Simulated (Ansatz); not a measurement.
Input and command of a plane-wave DFT calculation in Ansatz:

```yaml
crystal:
  lattice:
    - [0.0, 2.6956371834, 2.6956371834]
    - [2.6956371834, 0.0, 2.6956371834]
    - [2.6956371834, 2.6956371834, 0.0]
  atoms:
    - { symbol: Si, position: [0.5, 0.5, 0.5] }
    - { symbol: Si, position: [0.75, 0.75, 0.75] }
basis:
  ecutwfc: 500
kpoints:
  mp_grid: { grid: [10, 10, 10] }
hamiltonian:
  xc: r2scan
scf:
  occupations: { method: gaussian, width: 0.02 }
output:
  forces: true
  stress: true
  eigenvalues: true
  write_density: true
  write_potential: true
  elf: true
  volumetric_format: npy
relax:
  adjacent_minimum: "off"
  f_tol: 0.01
  max_steps: 60
  cell: { stress_tol: 0.1 }
```

```bash
ansatz run input.yaml --threads 1 --pin off --max-ram 2560MiB --backend cpu --events-out ev --progress --plain --runs-dir out
```

Processor: Intel(R) Xeon(R) Platinum 8488C (Sapphire Rapids), 1 thread, on a host shared with other jobs.

**Question.** How long does it run, and how much memory does it take?

**Answer.** About 7.9 s on 1 thread of Intel(R) Xeon(R) Platinum 8488C (Sapphire Rapids), with other jobs on the host, peak memory 0.48 GiB. It solves 8 bands at 47 k points (the mesh reduced by the symmetry that the task leaves, which can be less than the crystal's) with about 965 plane waves (on the last cell), in 18 SCF iterations over 4 ionic steps.
